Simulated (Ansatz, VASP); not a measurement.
One calculation of P, two programs

```
P
1.0
     3.34779    0.00000    0.00000
    -1.67390    2.89927    0.00000
     0.00000    0.00000    4.91476
P
3
Direct
  0.00000 0.50000 0.33333
  0.50000 0.50000 0.66667
  0.50000 0.00000 0.00000
```

Alike in both runs: functional PBE; k mesh 6 × 6 × 4; occupations gaussian, width 0.1 eV; no spin polarisation.

Ansatz relaxed the structure, and its values are those at the end. VASP's run is a single point on that final structure, the one shown.

|  | VASP | Ansatz |
| --- | --- | --- |
| version | VASP 6.6.1 | Ansatz 0.2.0 |
| potentials or method | VASP PAW PBE potentials, release 64 (P) | scalar-relativistic, plane waves, PAW |
| plane-wave cutoff (eV) | 520 | 420 |
| valence electrons in the cell | 15 | 15 |

|  | VASP | Ansatz | Ansatz less VASP |
| --- | --- | --- | --- |
| gap on the k mesh at the Fermi level (eV) | none | none | - |
| pressure (GPa) | -0.3 | 0.0 | +0.24 |

A gap of «none» marks a metal or a gap that the smearing closes. With one functional, cell and mesh, what is left measures potentials, basis and numerics.

Caveats: the k mesh is coarse (spacing up to 0.36 Å⁻¹), so the values aren't converged.
